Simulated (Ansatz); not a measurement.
## PbO2: estimating a transition pressure

All numbers below come from Ansatz, DFT PBE+D3(BJ), scalar-relativistic, plane waves, PAW. All cells share a 420 eV cutoff and Γ-centred k meshes spaced at most about 0.3 Å⁻¹ (about 0.25 or finer for metals, 2π included). No spin polarisation.

Temperature and zero-point effects are left out. All cells are relaxed at this level.

```tsv
form	space group	conventional cell	V (Å³/atom)	E over A (meV/atom)
A	P4_2/mnm (No. 136)	a = 5.030 Å, c = 3.441 Å	14.51	0
B	Fm-3m (No. 225)	a = 5.370 Å	12.90	85
```

Problem. Estimate the pressure at which B overtakes A in enthalpy, neglecting compression.

Solution. With H = E + PV and fixed volumes, the enthalpies cross at P = ΔE/(V_A − V) for a denser form of volume V). For B: 0.085 eV / 1.61 Å³ = 0.0528 eV/Å³ = 8.5 GPa. (1 eV/Å³ = 160.2 GPa.) The more open form is usually the softer one, so ΔV shrinks under load and the true crossing tends to lie higher; dense phases that weren't computed may step in before it.

Problem. How much more entropy per atom would B need to be favoured over A at 300 K and zero pressure?

Solution. ΔS = ΔE/T = 0.085 eV / 300 K, and with k_B = 8.617×10⁻⁵ eV/K that is 3.3 k_B per atom. Vibrational entropies of polymorphs differ by a few tenths of k_B per atom as a rule, so this is out of reach.

Origin: A, reached from a Materials Project cell; B, reached from a cell as deposited in COD. These runs have no spin–orbit coupling, which can matter for Pb.
